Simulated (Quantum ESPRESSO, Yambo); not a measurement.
# CuI (Marshite): G0W0 with Yambo, start to end, part 2 of 3

Aim: the G0W0 gap of CuI (Marshite) on PBE, step by step.

Quantum ESPRESSO 7.5 and Yambo 5.3.0; PBE and many-body steps on it, plane waves. Known limits of the many-body steps: not at the basis limit; d shell near the gap, gap tends to lie low; no spin-orbit coupling.

So far. Step 2 (Ground state): The gap is direct, at Γ. Step 3 (Bands along the symmetry lines): The gap is 1.096 eV, as in the run before at this level.

The database entry behind the starting cell differs from later determinations by our own check (about 0.15 % long (mineral sample)), so it need not match the best structure at ambient conditions.

In doubt: a PseudoDojo file used here is known to give poor structures and forces, which bears on pressures, cells, forces and phonons.

## Step 4: Empty states on the mesh, 4×4×4 mesh, 104 bands

Level of this step: DFT, PBE, plane waves, norm-conserving pseudopotentials (Quantum ESPRESSO).

The sums over transitions need many empty states on a uniform mesh; this step solves for them.

pw.in

```
&control
  calculation = 'nscf'
  prefix = 'x'
  outdir = 'o'
  pseudo_dir = 'pseudo'
/
&system
  ibrav = 0
  nat = 2
  ntyp = 2
  ecutwfc = 84.0
  nbnd = 104
  force_symmorphic = .true.
/
&electrons
  conv_thr = 1e-9
  electron_maxstep = 80
  diago_full_acc = .true.
  diago_thr_init = 5e-6
/
ATOMIC_SPECIES
  Cu 63.546 Cu.upf
  I 126.9 I.upf
CELL_PARAMETERS angstrom
  0.0000000000 3.0315000000 3.0315000000
  3.0315000000 -0.0000000000 3.0315000000
  3.0315000000 3.0315000000 0.0000000000
ATOMIC_POSITIONS crystal
  Cu 0.2500000000 0.2500000000 0.2500000000
  I 0.0000000000 0.0000000000 0.0000000000
K_POINTS automatic
  4 4 4 0 0 0
```

Started as:

```bash
$ OMP_NUM_THREADS=1 mpirun -n 8 pw.x -nk 4 -in pw.in > pw.out
```

The program printed:

```text
[banner, memory and clock lines left out]
Program PWSCF v.7.5 starts

     Atomic positions and unit cell read from directory:
     o/x.save/

     Message from routine setup:
     using ibrav=0 with symmetry is DISCOURAGED, use correct ibrav instead

     bravais-lattice index     =            0
     lattice parameter (alat)  =       8.1016  a.u.
     unit-cell volume          =     376.0099 (a.u.)^3
     number of atoms/cell      =            2
     number of atomic types    =            2
     number of electrons       =        44.00
     number of Kohn-Sham states=          104
     kinetic-energy cutoff     =      84.0000  Ry
     charge density cutoff     =     336.0000  Ry
     Exchange-correlation= PBE
                           (   1   4   3   4   0   0   0)

     celldm(1)=   8.101612  celldm(2)=   0.000000  celldm(3)=   0.000000
     celldm(4)=   0.000000  celldm(5)=   0.000000  celldm(6)=   0.000000

     crystal axes: (cart. coord. in units of alat)
               a(1) = (   0.000000   0.707107   0.707107 )
               a(2) = (   0.707107  -0.000000   0.707107 )
               a(3) = (   0.707107   0.707107   0.000000 )

     reciprocal axes: (cart. coord. in units 2 pi/alat)
               b(1) = ( -0.707107  0.707107  0.707107 )
               b(2) = (  0.707107 -0.707107  0.707107 )
               b(3) = (  0.707107  0.707107 -0.707107 )
     Pseudo is Norm-conserving + core correction, Zval = 19.0
     Generated using ONCVPSP code by D. R. Hamann
     Using radial grid of 1492 points,  6 beta functions with:
     Pseudo is Norm-conserving + core correction, Zval = 25.0
     Generated using ONCVPSP code by D. R. Hamann
     Using radial grid of 1188 points,  8 beta functions with:
     Cu               19.00    63.54600     Cu( 1.00)
     I                25.00   126.90000     I ( 1.00)

     24 Sym. Ops. (no inversion) found

   Cartesian axes

     site n.     atom                  positions (alat units)
         1        Cu     tau(   1) = (   0.3535534   0.3535534   0.3535534  )
         2        I      tau(   2) = (   0.0000000   0.0000000   0.0000000  )

     number of k points=     8
                       cart. coord. in units 2pi/alat
        k(    1) = (   0.0000000   0.0000000   0.0000000), wk =   0.0312500
        k(    2) = (   0.1767767   0.1767767  -0.1767767), wk =   0.2500000
        k(    3) = (  -0.3535534  -0.3535534   0.3535534), wk =   0.1250000
[...]
k(    7) = (  -0.7071068   0.0000000   0.0000000), wk =   0.0937500
        k(    8) = (  -0.7071068   0.3535534   0.0000000), wk =   0.1875000

     Dense  grid:    39189 G-vectors     FFT dimensions: (  48,  48,  48)

     The potential is recalculated from file :
     o/x.save/charge-density

     Starting wfcs are   23 randomized atomic wfcs +   81 random wfcs

     Band Structure Calculation

     End of band structure calculation

          k = 0.0000 0.0000 0.0000 (  4909 PWs)   bands (ev):

  -167.0560-113.9828-113.9828-113.9828-102.3482 -59.7749 -59.7749 -59.7749
   -36.5976 -36.5976 -36.5952 -36.5952 -36.5952  -4.8943   5.5003   5.5003
     5.5003   7.3186   7.3186   9.1591   9.1591   9.1591  10.2556  14.0271
    14.0271  14.0271  17.2831  18.8735  18.8735  19.9487  19.9487  19.9487
[...]
k = 0.1768 0.1768-0.1768 (  4873 PWs)   bands (ev):

  -167.0560-113.9828-113.9828-113.9828-102.3482 -59.7748 -59.7748 -59.7748
[...]
k =-0.3536-0.3536 0.3536 (  4910 PWs)   bands (ev):

  -167.0560-113.9828-113.9828-113.9828-102.3482 -59.7749 -59.7748 -59.7748
[...]
64.8545  65.6623  65.6623  65.8233  66.2807  66.2807  67.4687  69.1827
    69.1827  71.7981  71.7981  71.9626  74.0023  74.0023  75.0672  75.2044

          k = 0.3536 0.0000 0.0000 (  4865 PWs)   bands (ev):

     [... further k-points ...]

     highest occupied, lowest unoccupied level (ev):     9.1591   10.2556

     XML data file, pseudopotentials, collected wavefunctions
```

Elapsed: 6.4 s, on 8 MPI ranks of Arm Neoverse V2, shared host; peak memory 0.56 GiB.

Numbers from this step:

```
gap                                                           : 1.096 eV
k of the valence top                                          : 0, 0, 0
k of the conduction bottom                                    : 0, 0, 0
least direct gap                                              : 1.096 eV
k points computed                                             : 8
lowest point of the top converged band, above the valence top : 64.6673 eV
```

On this mesh the gap is 1.096 eV.

## Step 5: Conversion and set-up

This step: Yambo 5.3.0; conversion and set-up on PBE, plane waves, norm-conserving pseudopotentials.

The states are converted to the many-body program's format and the q mesh is built.

Started as:

```bash
$ (cd o/x.save; p2y > p2y.log; mv SAVE ../..); yambo > setup.log
```

The program printed:

```text
 Yambo, version 5.3.0

 [02] CORE Variables Setup
 =========================

  [02.01] Unit cells
  ==================

  Cell kind             :  FCC
  Atoms in the cell     :  Cu  I
  number of Cu atoms    :  1
  number of I  atoms    :  1

  List of atomic masses
  Mass of Cu    :  63.54600
  Mass of I     :  126.9000

  List of atomic coordinates    : [cc]
  Cu1       :  2.864352  2.864352  2.864352  order 1
  I1       :  0.000000  0.000000  0.000000  order 2

  Alat factors          :  5.728705  5.728705  5.728705 [a.u.]
  Direct lattice volume :  376.0099 [a.u.]
  Direct lattice vectors:  A[ 1 ]  A[ 2 ]  A[ 3 ]
   A[ 1 ]:  0.000000  1.000000  1.000000  [iru]
   0.000000  5.728705  5.728705  [cc]
   A[ 2 ]:  1.000000 -0.000000  1.000000  [iru]
   5.728705 -0.000000  5.728705  [cc]
   A[ 3 ]:  1.000000  1.000000  0.000000  [iru]
   5.728705  5.728705  0.000000  [cc]

  Recip. lattice volume :  0.659691 [a.u.]
  Recip. lattice vectors:  B[ 1 ]  B[ 2 ]  B[ 3 ]
   B[ 1 ]: -0.500000  0.500000  0.500000  [iku]
  -0.548395  0.548395  0.548395  [cc]
   B[ 2 ]:  0.500000 -0.500000  0.500000  [iku]
   0.548395 -0.548395  0.548395  [cc]
   B[ 3 ]:  0.500000  0.500000 -0.500000  [iku]
   0.548395  0.548395 -0.548395  [cc]

  [02.02] Symmetries
  ==================

  Inversion symmetry    : yes
  Spatial inversion     : no
  Inversion index       :  25
  K-space Time-reversal : yes
  Magnetic symmetries   : no
  Time-reversal derived K-space symmetries:   25   48
  Group table correct   : yes
  Symmetries units      :  [cc]

   [S  1]:   1.0000     -0.38050E-17 -0.38050E-17 -0.38050E-17   1.0000      0.38050E-17  0.38050E-17  0.38050E-17   1.0000
   [S  2]:  -1.0000      0.38050E-17 -0.38050E-17  0.38050E-17  -1.0000      0.38050E-17 -0.38050E-17 -0.38050E-17   1.0000
   [S  3]:  -1.0000     -0.38050E-17  0.38050E-17  0.38050E-17   1.0000     -0.38050E-17 -0.38050E-17  0.38050E-17  -1.0000
[...]
[S  9]: -0.38050E-17   1.0000     -0.38050E-17  0.38050E-17 -0.38050E-17   1.0000       1.0000      0.38050E-17  0.38050E-17
   [S 10]: -0.38050E-17  -1.0000      0.38050E-17  0.38050E-17  0.38050E-17  -1.0000       1.0000     -0.38050E-17 -0.38050E-17
     [... 36 further rows ...]
   [S*47]:   1.0000     -0.38050E-17  0.38050E-17 -0.38050E-17  0.38050E-17  -1.0000      0.38050E-17   1.0000     -0.38050E-17
   [S*48]:   1.0000      0.38050E-17 -0.38050E-17 -0.38050E-17 -0.38050E-17   1.0000      0.38050E-17  -1.0000      0.38050E-17

  [02.03] Reciprocal space
  ========================

  nG shells         :   375
  nG charge         :   39189
  nG WFs            :   5904
  nC WFs            :   4916
  G-vecs. in first 37 shells:  [ Number ]
     1    9   15   27   51   59   65   89  113
    137   169   181   229   259   283   307   331   339
    387   411   459   531   537   561   609   645   701
[...]
1139
  ...
[...]
K/Q-points units:
  rlu = crystal or reduced units; cc = cartesian coordinates; iku = interal k-units

  K [1]          [rlu]:  0.000000  0.000000  0.000000
         WF components:   4909
  K [2]          [rlu]:  0.67262E-17  0.67262E-17  0.25000
         WF components:   4873
  K [3]          [rlu]: -0.13452E-16 -0.13452E-16 -0.50000
         WF components:   4910
  K [4]          [rlu]: -0.36222E-17  0.25000      0.25000
         WF components:   4865
  K [5]          [rlu]:  0.75770E-17  0.25000     -0.50000
         WF components:   4893
  [... 2 further k-points ...]
  K [8]          [rlu]:  0.250000 -0.500000 -0.250000
         WF components:   4916

  [02.05] Energies & Occupations
  ==============================

  [X] === General ===
  [X] Electronic Temperature                        :  0.000000  0.000000 [eV K]
  [X] Bosonic    Temperature                        :  0.000000  0.000000 [eV K]
  [X] Finite Temperature mode                       : no
  [X] El. density                                   :  0.78968E+24 [cm-3]
  [X] Fermi Level                                   :  9.159120 [eV]

  [X] === Gaps and Widths ===
  [X] Conduction Band Min                           :  1.096435 [eV]
  [X] Valence Band Max                              :  0.000000 [eV]
  [X] Filled Bands                                  :  22
  [X] Empty Bands                                   :   23  104
  [X] Direct Gap                                    :  1.096435 [eV]
  [X] Direct Gap localized at k                     :  1
  [X] Indirect Gap                                  :  1.096435 [eV]
  [X] Indirect Gap between kpts                     :  1  1
  [X] Last valence band width                       :  1.487451 [eV]
  [X] 1st conduction band width                     :  3.372477 [eV]

  E @ K [1]:  [eV]
  -176.2151 -123.1420 -123.1420 -123.1420 -111.5073  -68.9340  -68.9340  -68.9340
  -45.75668 -45.75668 -45.75436 -45.75436 -45.75436 -14.05339  -3.65882  -3.65882
   -3.6588      -1.8405      -1.8405     -0.39729E-09 -0.20169E-09   0.0000       1.0964       4.8680
[...]
occ @ K [1]
[...]
E @ K [2]:  [eV]
[...]
occ @ K [2]
[...]
E @ K [3]:  [eV]
[...]
occ @ K [3]
[...]
E @ K [4]:  [eV]
[...]
occ @ K [4]
[...]
E @ K [5]:  [eV]
[...]
occ @ K [5]
[...]
[... 2 further k-points ...]
  E @ K [8]:  [eV]
[...]
occ @ K [8]
[...]
0.000000  0.000000  0.000000  0.000000  0.000000  0.000000  0.000000  0.000000
   0.000000  0.000000  0.000000  0.000000  0.000000  0.000000  0.000000  0.000000

 [03] Transferred momenta grid and indexing
 ==========================================

 IBZ Q-points                                      :   8
 BZ  Q-points                                      :   64

 K/Q-points units:
 rlu = crystal or reduced units; cc = cartesian coordinates; iku = interal k-units

 Q [1]          [rlu]:  0.000000  0.000000  0.000000
 Q [2]          [rlu]:  0.42768E-17  0.42768E-17  0.25000
 Q [3]          [rlu]: -0.85536E-17 -0.85536E-17 -0.50000
[...]
Q [7]          [rlu]:  0.72444E-17 -0.50000     -0.50000
 Q [8]          [rlu]:  0.250000 -0.500000 -0.250000

  [03.01] X indexes
  =================

   [03.01.01] Sigma indexes
   ========================

 [06] Game Over & Game summary
```

Run time: 2.7 s. Hardware: 1 MPI rank; peak memory 0.25 GiB.

[end of part 2 of 3]

[Paths, hosts, dates, memory and timing lines, banners, echoed tables and standing remarks are left out of the program output.]

[Logs are printed without paths, hosts, clocks, repeated set-up lines and the standing remarks that a program may print on its own settings, such as how far it seeks lower states.]

[Runs of the session that timed out or met a known fault of the program may be left out.]

[Hosts, paths, dates, database ids (printed as entryN), source tags and the programs' standing remarks are cut or masked in the printed files.]
